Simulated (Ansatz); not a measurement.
**Is this MgS structure stable?**

It was reached by relaxing an invented guess, and it needn't be the stable form of this composition.

All numbers below come from DFT PBE, scalar-relativistic, plane waves, PAW (Ansatz 0.2.0). Cutoff 420 eV, Γ-centred 6×6×6 mesh (8-atom cell), Gaussian smearing of 0.02 eV, no spin polarisation.

```
CELL_PARAMETERS angstrom
-4.28041 4.28041 2.62631
4.28041 -4.28041 2.62631
4.28041 4.28041 -2.62631
ATOMIC_POSITIONS crystal
Mg 0.64320 0.14320 0.78640
Mg 0.35680 0.85680 0.21360
Mg 0.85680 0.64320 0.50000
Mg 0.14320 0.35680 0.50000
S 0.34867 0.15133 0.50000
S 0.65133 0.84867 0.50000
S 0.15133 0.65133 0.80266
S 0.84867 0.34867 0.19734
```

Formation energies are uncorrected and refer to the elements' standard structures at the same level.

Task: These tests were run: energy against the elements; random kick, then relaxation without symmetry; phonons on a 2×2×2 q mesh; elastic tensor. What do they show?

Result:

```tsv
test	result
energy against the elements	−1.365 eV/atom
random kick, then relaxation without symmetry	returns
phonons on a 2×2×2 q mesh	no imaginary mode on the mesh
elastic tensor	least eigenvalue 3 GPa
```

It fails none of these tests. Whether a mixture of other phases lies lower isn't tested here.

The reference form of S is held partly by dispersion forces, which this level lacks. The kick test ran on a coarse mesh. The run for the phonons used a 6×6×6 k mesh. The run for the elastic tensor used a 6×6×6 k mesh.
